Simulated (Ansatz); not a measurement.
# P: the cost of one run

Computed with Ansatz 0.2.0 (DFT r2SCAN, scalar-relativistic, plane waves, PAW, unless a step's input says otherwise).

## (1) The system as given

Symmetry: C2/m, No. 12, monoclinic system. The conventional cell has a = 9.654 Å, b = 8.581 Å, c = 5.557 Å, α = 90.00°, β = 90.15°, γ = 90.00°. Around P (site symmetry m) lie 3 P at 2.19 Å. P (site symmetry 1) is surrounded by 3 P at 2.19 Å.

As a file:

```cif
data_structure
_symmetry_space_group_name_H-M 'P 1'
_symmetry_Int_Tables_number 1
_cell_length_a 6.4580
_cell_length_b 6.4580
_cell_length_c 5.5571
_cell_angle_alpha 90.112
_cell_angle_beta 90.112
_cell_angle_gamma 83.264
_cell_volume 230.17
loop_
_atom_site_label
_atom_site_type_symbol
_atom_site_fract_x
_atom_site_fract_y
_atom_site_fract_z
_atom_site_occupancy
P1 P 0.84455 0.84455 0.24978 1
P2 P 0.15545 0.15545 0.75022 1
P3 P 0.71471 0.71471 0.57254 1
P4 P 0.28529 0.28529 0.42746 1
P5 P 0.52011 0.77540 0.25076 1
P6 P 0.22460 0.47989 0.74924 1
P7 P 0.47989 0.22460 0.74924 1
P8 P 0.77540 0.52011 0.25076 1
```

It goes back to an entry of the Materials Project, which need not be the stable form.

This cell was relaxed beforehand with the same method: volume 28.77 Å³/atom, gap on the mesh 3.34 eV.

## (2) The reference cell

The reference gives a free energy of -6072.2729 eV, pressure 0.00 GPa, largest force 0.002 eV/Å and gap on the mesh 3.34 eV. It was computed beforehand with the settings of the runs below.

## (3) Setting up freezing in a mode

Mode 22 of the phonon run on this cell, counted from the lowest, is frozen in: each atom moves by x times its row below, so x is the largest displacement.

```
atom      ux      uy      uz
  P1   0.357   0.000   0.390
  P2  -0.357   0.000  -0.390
  P3   0.058   0.000  -0.998
  P4  -0.058   0.000   0.998
  P5  -0.209   0.489   0.301
  P6   0.209   0.489  -0.301
  P7   0.209  -0.489  -0.301
  P8  -0.209  -0.489   0.301
```

## (4) At x = -0.200 Å

Input file input.yaml:

```yaml
crystal:
  lattice:
    - [4.8269041647, -4.290370023, 0.0039727382]
    - [4.8269041647, 4.290370023, 0.0039727382]
    - [-0.0191252913, 0.0, 5.5570947015]
  atoms:
    - { symbol: P, position: [0.8371297107, 0.8371297107, 0.2357351772] }
    - { symbol: P, position: [0.1628702893, 0.1628702893, 0.7642648228] }
    - { symbol: P, position: [0.7135820851, 0.7135820851, 0.6084745807] }
    - { symbol: P, position: [0.2864179149, 0.2864179149, 0.3915254193] }
    - { symbol: P, position: [0.5358077657, 0.7683100892, 0.2399293571] }
    - { symbol: P, position: [0.2316899108, 0.4641922343, 0.7600706429] }
    - { symbol: P, position: [0.4641922343, 0.2316899108, 0.7600706429] }
    - { symbol: P, position: [0.7683100892, 0.5358077657, 0.2399293571] }
basis:
  ecutwfc: 500
kpoints:
  mp_grid: { grid: [4, 4, 4] }
hamiltonian:
  xc: r2scan
scf:
  occupations: { method: gaussian, width: 0.05 }
output:
  forces: true
  stress: true
  eigenvalues: true
```

On the command line:

```
ansatz run input.yaml --threads 2 --pin off --max-ram 5120MiB --backend cpu --events-out ev --progress --plain --runs-dir out
```

What time and memory should one allow on 2 threads of AMD EPYC 7R32 (Zen 2), shared host?

About 9.2 s, with a peak of 0.99 GiB.
